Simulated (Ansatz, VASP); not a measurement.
One calculation of Ga, two programs

```xyz
2
Lattice="2.9829 0.0000 0.0000 -1.4914 2.5832 0.0000 0.0000 0.0000 4.9264" Properties=species:S:1:pos:R:3 pbc="T T T"
Ga    0.0000    1.7222    1.2316
Ga    1.4914    0.8611    3.6948
```

Alike in both runs: functional PBE; k mesh 16 × 16 × 9; occupations fermi-dirac, width 0.05 eV; no spin polarisation.

Ansatz relaxed the structure, and its values are those at the end. VASP's run is a single point on that final structure, the one shown.

|  | VASP | Ansatz |
| --- | --- | --- |
| version | VASP 6.6.1 | Ansatz 0.2.0 |
| potentials or method | VASP PAW PBE potentials, release 64 (Ga_d), cutoff 520 eV | all-electron LAPW, non-relativistic |

VASP gave:

| Quantity | Value |
| --- | --- |
| pressure (GPa) | 0.2 |

Estimate Ansatz's values.

pressure (GPa): 0.0.

Ansatz ran all-electron here, so the differences hold the error of VASP's frozen core and of both bases.
